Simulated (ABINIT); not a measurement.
**BN: equation of state with LDA**

**Experimental background.**

From “Effect of nanostructuration on compressibility of cubic BN”, 2012, arxiv:1208.3664, for a bulk crystal of BN at 300 K: bulk modulus 395 ± 2 GPa.

BN:

```xyz
2
Lattice="0.0000 1.8130 1.8130 1.8130 0.0000 1.8130 1.8130 1.8130 0.0000" Properties=species:S:1:pos:R:3 pbc="T T T"
N     0.9065    0.9065    0.9065
B     0.0000    0.0000    0.0000
```

The cell is a database's computed one.

- Program: ABINIT 10.8.3 (patched build)
- Task: equation of state
- Functional: LDA
- Potentials or basis: JTH PAW LDA v2.0
- Cutoff: 680 eV
- k mesh: 13 × 13 × 13
- Occupations: fermi-dirac, width 0.05 eV
- Spin: no spin polarisation

```
Equilibrium volume                      : 5.74 Å³/atom
Bulk modulus                            : 404 GPa
Pressure derivative of the bulk modulus : 3.7
```

Energy against volume, from the lowest point:
```csv
volume (Å³/atom),energy (meV/atom)
5.602,4.24
5.721,0.00
5.840,2.09
5.959,9.92
6.078,22.99
6.198,40.75
6.317,62.83
```

Wall time 30 s on 1 thread of AMD EPYC 9R45 96-Core Processor (Zen 5) (shared host), peak memory 0.11 GiB.

Against the measured bulk modulus of BN, 395 GPa (300 K; quoted in “Effect of nanostructuration on compressibility of cubic BN”, 2012, arxiv:1208.3664), the calculated 404 GPa is off by +2.2 %. The fit is for a static lattice scaled at fixed shape and fixed fractional positions.

Caveat: the cutoff is too short for stress, so the log's stress isn't used; pressures at fixed basis lie under the slope of the energies; the atomic spheres overlap.
